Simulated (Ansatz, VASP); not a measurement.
**MgO: VASP beside Ansatz**

```
CELL_PARAMETERS angstrom
0.00000 2.09700 2.09700
2.09700 0.00000 2.09700
2.09700 2.09700 0.00000
ATOMIC_POSITIONS crystal
Mg 0.00000 0.00000 0.00000
O 0.50000 0.50000 0.50000
```

The cell is a database's computed one.

Alike in both runs: task relaxation of cell and atoms; functional PBE; k mesh 10 × 10 × 10; occupations gaussian, width 0.02 eV; no spin polarisation.

```csv
,VASP,Ansatz
version,VASP 6.6.1,Ansatz 0.2.0
potentials or method,"VASP PAW PBE potentials, release 64 (Mg, O)","scalar-relativistic, plane waves, PAW"
plane-wave cutoff (eV),600,420
valence electrons in the cell,8,16
```

```csv
,VASP,Ansatz,Ansatz less VASP
"gap on the k mesh at the Fermi level, each at its own relaxed structure (eV)",4.50,4.46,-0.041
relaxed volume (Å³/atom),9.56,9.62,+0.057
relaxed cell length with the largest relative difference (Å),3.002,3.008,+0.0060
energy change over the relaxation (meV/atom),-6,-8,-2.2
```

The two sets of potentials don't hold the same shells in valence.
